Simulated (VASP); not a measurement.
# Ti (Im-3m) in VASP: notebook, part 2 of 2

VASP 6.6.1. Earlier steps stand in the parts before.

### Step 3. Relaxation of cell and atoms, PBE

This run uses another cell than the first one, of 17.21 Å³/atom, 0.973 times its volume.

INCAR reads:

```
SYSTEM = Ti
PREC     = Accurate       ! precision mode
ENCUT    = 520            ! plane-wave cutoff, eV
EDIFF    = 1E-7           ! SCF threshold, eV
ISMEAR   = 0              ! smearing method
SIGMA    = 0.1            ! smearing width, eV
LREAL    = .FALSE.        ! projectors in reciprocal space
LASPH    = .TRUE.         ! aspherical terms in the spheres
NELM     = 120            ! most SCF steps
ALGO     = Normal         ! electronic algorithm
ISIF     = 3              ! what is computed and relaxed
LWAVE    = .FALSE.        ! write WAVECAR
LCHARG   = .FALSE.        ! write CHGCAR
GGA      = PE             ! functional
IBRION   = 2              ! ionic algorithm
NSW      = 60             ! ionic steps
EDIFFG   = -0.005         ! ionic threshold
POTIM    = 0.3            ! step
```

KPOINTS reads:

```
Automatic mesh
0
G
  19 19 19
  0 0 0
```

POSCAR reads:

```
Ti                                      
1.0
   -1.6263523343      1.6263523343      1.6263523343
    1.6263523343     -1.6263523343      1.6263523343
    1.6263523343      1.6263523343     -1.6263523343
  Ti            
     1
Direct
     0.0000000000000000    0.0000000000000000    0.0000000000000000
```

Potentials or basis: VASP PAW PBE potentials, release 64 (Ti_sv).

Launch:

```bash
$ cat potpaw_PBE.64/Ti_sv/POTCAR > POTCAR
$ mpirun -np 1 vasp_std > vasp.out
```

OUTCAR:

```text
SYSTEM = Ti
   PREC = Accurate
   ENCUT = 520
   EDIFF = 1E-7
   ISMEAR = 0
   LREAL = .FALSE.
   LASPH = .TRUE.
   NELM = 120
   ISIF = 3
   GGA = PE
   IBRION = 2
   NSW = 60
   EDIFFG = -0.005
   POTIM = 0.3

 ion  position               nearest neighbor table
   1  0.000  0.000  0.000-

  LATTYP: Found a body centered cubic cell.
 ALAT       =     3.2527046686

  Lattice vectors:

 A1 = (  -1.6263523343,   1.6263523343,   1.6263523343)
 A2 = (   1.6263523343,  -1.6263523343,   1.6263523343)
 A3 = (   1.6263523343,   1.6263523343,  -1.6263523343)

Analysis of symmetry for initial positions (statically):
=====================================================================
 Subroutine PRICEL returns:
 Original cell was already a primitive cell.

 Routine SETGRP: Setting up the symmetry group for a
 body centered cubic supercell.

 Subroutine GETGRP returns: Found 48 space group operations
 (whereof 48 operations were pure point group operations)
 out of a pool of 48 trial point group operations.

The static configuration has the point symmetry O_h .

Analysis of symmetry for dynamics (positions and initial velocities):
=====================================================================
 Subroutine PRICEL returns:
 Original cell was already a primitive cell.

 Routine SETGRP: Setting up the symmetry group for a
 body centered cubic supercell.

 Subroutine GETGRP returns: Found 48 space group operations
 (whereof 48 operations were pure point group operations)
 out of a pool of 48 trial point group operations.

The dynamic configuration has the point symmetry O_h .

 Subroutine INISYM returns: Found 48 space group operations
 (whereof 48 operations are pure point group operations),
 and found     1 'primitive' translations

----------------------------------------------------------------------------------------

                                     Primitive cell

  volume of cell :      17.2070

  direct lattice vectors                    reciprocal lattice vectors
    -1.626352334  1.626352334  1.626352334     0.000000000  0.307436457  0.307436457
     1.626352334 -1.626352334  1.626352334     0.307436457  0.000000000  0.307436457
     1.626352334  1.626352334 -1.626352334     0.307436457  0.307436457  0.000000000

  length of vectors
     2.816924874  2.816924874  2.816924874     0.434780808  0.434780808  0.434780808

  position of ions in fractional coordinates (direct lattice)
     0.000000000  0.000000000  0.000000000

  ion indices of the primitive-cell ions
   primitive index   ion index
                 1           1

----------------------------------------------------------------------------------------

 KPOINTS: Automatic mesh

Automatic generation of k-mesh.
 Grid dimensions read from file:
 generate k-points for:   19   19   19

 Generating k-lattice:

  Cartesian coordinates                     Fractional coordinates (reciprocal lattice)
     0.000000000  0.016180866  0.016180866     0.052631579  0.000000000  0.000000000
     0.016180866  0.000000000  0.016180866     0.000000000  0.052631579  0.000000000
     0.016180866  0.016180866  0.000000000     0.000000000  0.000000000  0.052631579

  Length of vectors
     0.022883200  0.022883200  0.022883200

  Shift w.r.t. Gamma in fractional coordinates (k-lattice)
     0.000000000  0.000000000  0.000000000

 Subroutine IBZKPT returns following result:
 ===========================================

 Found    220 irreducible k-points:

 Following reciprocal coordinates:
            Coordinates               Weight
  0.000000  0.000000  0.000000      1.000000
  0.052632  0.000000  0.000000     12.000000
  0.105263  0.000000  0.000000     12.000000
  0.157895  0.000000  0.000000     12.000000
  0.210526  0.000000  0.000000     12.000000
  0.263158  0.000000  0.000000     12.000000
[... 16 lines left out ...]
  0.263158  0.105263 -0.000000     48.000000
  0.315789  0.105263  0.000000     48.000000
 [... further k-points ...]
   k-points           NKPTS =    220   k-points in BZ     NKDIM =    220   number of bands    NBANDS=     10
   number of dos      NEDOS =    301   number of ions     NIONS =      1
   total plane-waves  NPLWV =  13824
   dimension x,y,z NGX =    24 NGY =   24 NGZ =   24
   dimension x,y,z NGXF=    48 NGYF=   48 NGZF=   48
   ions per type =               1
   NGX,Y,Z   is equivalent  to a cutoff of  14.16, 14.16, 14.16 a.u.
   NGXF,Y,Z  is equivalent  to a cutoff of  28.33, 28.33, 28.33 a.u.
 SYSTEM =  Ti
   PREC   = accura    normal or accurate (medium, high low for compatibility)
   ISTART =      0    job   : 0-new  1-cont  2-samecut
   ICHARG =      2    charge: 1-file 2-atom 10-const
   ISPIN  =      1    spin polarized calculation?
   LNONCOLLINEAR =      F non collinear calculations
   LSORBIT =      F    spin-orbit coupling
   LASPH  =      T    aspherical Exc in radial PAW
   ENCUT  =  520.0 eV  38.22 Ry    6.18 a.u.   5.24  5.24  5.24*2*pi/ulx,y,z
   NELM   =    120;   NELMIN=  2; NELMDL= -5     # of ELM steps
   EDIFF  = 0.1E-06   stopping-criterion for ELM
   LREAL  =      F    real-space projection
   EDIFFG = -.5E-02   stopping-criterion for IOM
   NSW    =     60    number of steps for IOM
   IBRION =      2    ionic relax: 0-MD 1-quasi-New 2-CG
   NFREE  =      1    steps in history (QN), initial steepest desc. (CG)
   ISIF   =      3    stress and relaxation
   ISYM   =      2    0-nonsym 1-usesym 2-fastsym
   POTIM  = 0.3000    time-step for ionic-motion
   TEBEG  =    0.0;   TEEND  =   0.0 temperature during run
   PSTRESS=    0.0 pullay stress
   NELECT =      12.0000    total number of electrons
   NUPDOWN=      -1.0000    fix difference up-down
   EMIN   =  10.00;   EMAX   =-10.00  energy-range for DOS
   EFERMI =   0.00;   METHOD = LEGACY
   ISMEAR =     0;   SIGMA  =   0.10  broadening in eV -4-tet -1-fermi 0-gaus
   EFERMI_NEDOS =   21; number of points for ismear=-14 and -15
   IALGO  =     38    algorithm
   IMIX   =      4    mixing-type and parameters
     AMIX     =   0.40;   BMIX     =  1.00
     AMIX_MAG =   1.60;   BMIX_MAG =  1.00
  volume/ion in A,a.u.               =      17.21       116.12
  Fermi-wavevector in a.u.,A,eV,Ry     =   1.451779  2.743465 28.676499  2.107663
  Thomas-Fermi vector in A             =   2.569237
   LORBIT       =      0    0 simple, 1 ext, 2 COOP (PROOUT), +10 PAW based schemes
   GGA     = PE    functional components
   LHFCALC =     F    Hartree Fock is set to
   AEXX    =    0.0000 exact exchange contribution
   IVDW    =     0    specifies the selected vdW correction
   LEPSILON=     F    determine dielectric tensor
   LRPA    =     F    only Hartree local field effects (RPA)
 conjugate gradient relaxation of ions
 non-spin polarized calculation
 Gauss-broadening in eV      SIGMA  =   0.10
  energy-cutoff  :      520.00
  volume of cell :       17.21
 maximum number of plane-waves:       478
 NGX is ok and might be reduce to    24
   NGX = 11   NGY = 11   NGZ = 11

 number of electron      11.9999996 magnetization

 Free energy of the ion-electron system (eV)
  ---------------------------------------------------
  ext. energy  EPLUGINS =         0.00000000
  ---------------------------------------------------
  free energy    TOTEN  =        -7.73059832 eV

  energy without entropy =       -7.71958387  energy(sigma->0) =       -7.72509109

 E-fermi :   8.1859     XC(G=0): -11.5376

 val. band max:        8.1813092087   @ k =   0.3158   0.1579   0.1053
 cond. band min:       8.1956857371   @ k =  -0.3158  -0.4737   0.0526
 fundamental gap:      0.0143765284
 Fermi energy:         8.1859409433

 k-point     1 :       0.0000    0.0000    0.0000
  band No.  band energies     occupation
      1     -48.3292      2.00000
      2     -24.1749      2.00000
      3     -24.1749      2.00000
      4     -24.1749      2.00000
      5       2.2097      2.00000
      6       9.1806      0.00000
      7       9.1806      0.00000
      8       9.1806      0.00000
      9      10.9577      0.00000
     10      10.9577      0.00000
[... 287 lines left out ...]
 k-point    24 :       0.3158    0.1053    0.0000
  band No.  band energies     occupation
      1     -48.2104      2.00000
      2     -24.7498      2.00000
      3     -24.3739      2.00000
      4     -24.2050      2.00000
      5       5.6066      2.00000
      6       7.9657      1.99815
      7       8.3858      0.00470
      8      10.7732      0.00000
      9      11.3127      0.00000
     10      12.1447      0.00000

 [... further k-points ...]

------------------------ aborting loop because EDIFF is reached ----------------------------------------

  FORCE on cell =-STRESS in cart. coord.  units (eV):
  Direction    XX          YY          ZZ          XY          YZ          ZX
  --------------------------------------------------------------------------------------
  -------------------------------------------------------------------------------------
  Total       -0.0020219     -0.0020219     -0.0020219      0.0000000      0.0000000      0.0000000
  in kB       -0.1882643     -0.1882643     -0.1882643      0.0000000      0.0000000      0.0000000
  external PRESSURE =      -0.1882643 kB  Pullay stress =       0.0000000 kB

 VOLUME and BASIS-vectors are now :
 -----------------------------------------------------------------------------
  energy-cutoff  :      520.00
  volume of cell :       17.21
      direct lattice vectors                 reciprocal lattice vectors
    -1.626352334  1.626352334  1.626352334     0.000000000  0.307436457  0.307436457
     1.626352334 -1.626352334  1.626352334     0.307436457  0.000000000  0.307436457
     1.626352334  1.626352334 -1.626352334     0.307436457  0.307436457  0.000000000

 POSITION                                       TOTAL-FORCE (eV/Angst)
 -----------------------------------------------------------------------------------
      0.00000      0.00000      0.00000        -0.000000     -0.000000     -0.000000
 -----------------------------------------------------------------------------------
    total drift:                                0.000000      0.000000     -0.000000

  FREE ENERGIE OF THE ION-ELECTRON SYSTEM (eV)
  ---------------------------------------------------
  free  energy   TOTEN  =        -7.7305983190 eV

  energy  without entropy=       -7.7195838708  energy(sigma->0) =       -7.72509109

 reached required accuracy - stopping structural energy minimisation
```

Run time: 12 s. Hardware: 1 thread of Intel Xeon 6975P-C (Granite Rapids), shared host; peak memory 0.17 GiB.

What came out:

```
Free energy             : -7.7306 eV
Pressure after relaxing : 0.0 GPa
Band gap on the k mesh  : none (metal or under the smearing width)
```

Final structure:
```cif
data_structure
_symmetry_space_group_name_H-M 'P 1'
_symmetry_Int_Tables_number 1
_cell_length_a 2.8169
_cell_length_b 2.8169
_cell_length_c 2.8169
_cell_angle_alpha 109.471
_cell_angle_beta 109.471
_cell_angle_gamma 109.471
_cell_volume 17.21
loop_
_atom_site_label
_atom_site_type_symbol
_atom_site_fract_x
_atom_site_fract_y
_atom_site_fract_z
_atom_site_occupancy
Ti1 Ti 0.00000 0.00000 0.00000 1
```

Caveat: the relaxation stopped at its first step, so nothing moved.
